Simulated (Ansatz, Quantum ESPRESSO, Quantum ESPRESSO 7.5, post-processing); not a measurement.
## B chain with one Cu atom in line: ballistic transmission

How well does the junction conduct in the ballistic limit? It is: B chain with one Cu atom in line.

Calculated with Quantum ESPRESSO 7.5; plane-wave DFT, LDA, GBRV ultrasoft pseudopotentials (cross-check by Ansatz 0.2.0 with PAW datasets).

## 1. The structure

The cell holds 13 atoms: 12 B and 1 Cu. Its edges and angles: a = 7.500 Å, b = 7.500 Å, c = 20.875 Å, α = 90.0°, β = 90.0°, γ = 90.0°. Regions: left lead, 6 atoms (6 B); channel, 1 atom (1 Cu); right lead, 6 atoms (6 B). Vacuum lies along a and b. The structure is stacked along c, and the current runs across the ab planes.

## 2. SCF with pw.x

One periodic cell holds a stretch of lead, the junction and more lead; the atoms stay as built.

scf.in reads:

```
&control
  prefix = 'scf'
  outdir = './out'
  pseudo_dir = './pseudo'
  calculation = 'scf'
  tprnfor = .true.
/
&system
  ibrav = 0
  nat = 13
  ntyp = 2
  ecutwfc = 34
  ecutrho = 170
  occupations = 'smearing'
  smearing = 'mv'
  degauss = 0.01
/
&electrons
  conv_thr = 1e-07
  mixing_beta = 0.25
  electron_maxstep = 120
  mixing_mode = 'local-TF'
/
ATOMIC_SPECIES
  B   10.8100  b_lda_v1.4.uspp.F.UPF
  Cu  63.5460  cu_lda_v1.2.uspp.F.UPF
CELL_PARAMETERS angstrom
  7.50000000000000 0.00000000000000 0.00000000000000
  0.00000000000000 7.50000000000000 0.00000000000000
  0.00000000000000 0.00000000000000 20.87480000000000
ATOMIC_POSITIONS crystal
  B   0.500000000000 0.500000000000 0.000000000000
  B   0.500000000000 0.500000000000 0.074252208404
  B   0.500000000000 0.500000000000 0.148504416809
  B   0.500000000000 0.500000000000 0.222756625213
  B   0.500000000000 0.500000000000 0.297008833618
  B   0.500000000000 0.500000000000 0.371261042022
  Cu  0.500000000000 0.500000000000 0.462873895798
  B   0.500000000000 0.500000000000 0.554486749574
  B   0.500000000000 0.500000000000 0.628738957978
  B   0.500000000000 0.500000000000 0.702991166382
  B   0.500000000000 0.500000000000 0.777243374787
  B   0.500000000000 0.500000000000 0.851495583191
  B   0.500000000000 0.500000000000 0.925747791596
K_POINTS automatic
  1 1 3 0 0 0
```

Launch:

```
OMP_NUM_THREADS=1 mpirun -n 2 pw.x -nk 1 -in scf.in > scf.out
```

Planned after this: the open system; the open system, with epsproj = 0.001; the same in Ansatz; all levels side by side; the arithmetic. Settings of the main run: cutoff 34 Ry, smearing, Marzari-Vanderbilt smearing, smearing width 0.01 Ry, SCF threshold 1.00e-7 Ry, gbrv-lda-1.5 potentials, 1×1×3 k-mesh, mpi ranks 2, pools 1, omp threads 1.

Q: Predict the conductance from T at the Fermi level, a cell (G₀ = 2e²/h).

The junction conducts 0.566 G₀ a cell at the Fermi level (LDA, GBRV ultrasoft). At the Fermi level the junction passes 28 % of what the leads offer. At the Fermi level pwcond and Ansatz differ by 16 %; unlike potentials, short leads and band edges at slightly different energies can each add to that; the cause was not traced.

```
conductance from T at the Fermi level, a cell (G₀ = 2e²/h) : 0.566 G₀
the same conductance by Ansatz                             : 0.675 G₀
```

Ansatz finds a step of 83 meV across the lead's period inside the junction cell: the lead is too short to be bulk-like, which bears on both codes. Over -2 to 2 eV, T lies between 0 and 0.73 per spin. pwcond's lead, cut out of the junction cell, has fewer channels than Ansatz's near 0.8 eV, so its T is in doubt there. The geometry is as built, not relaxed, and the leads are short.

[Logs are printed without paths, hosts, clocks, repeated set-up lines and the standing remarks that a program may print on its own settings, such as how far it seeks lower states.]

[Hosts, paths, dates, database ids (printed as entryN), source tags and the programs' standing remarks are cut or masked in the printed files.]

[Maps of the electrostatic potential energy from Ansatz leave out the sawtooth potential of an applied field or a dipole correction, so their vacuum need not be flat; planar profiles and work functions include it.]
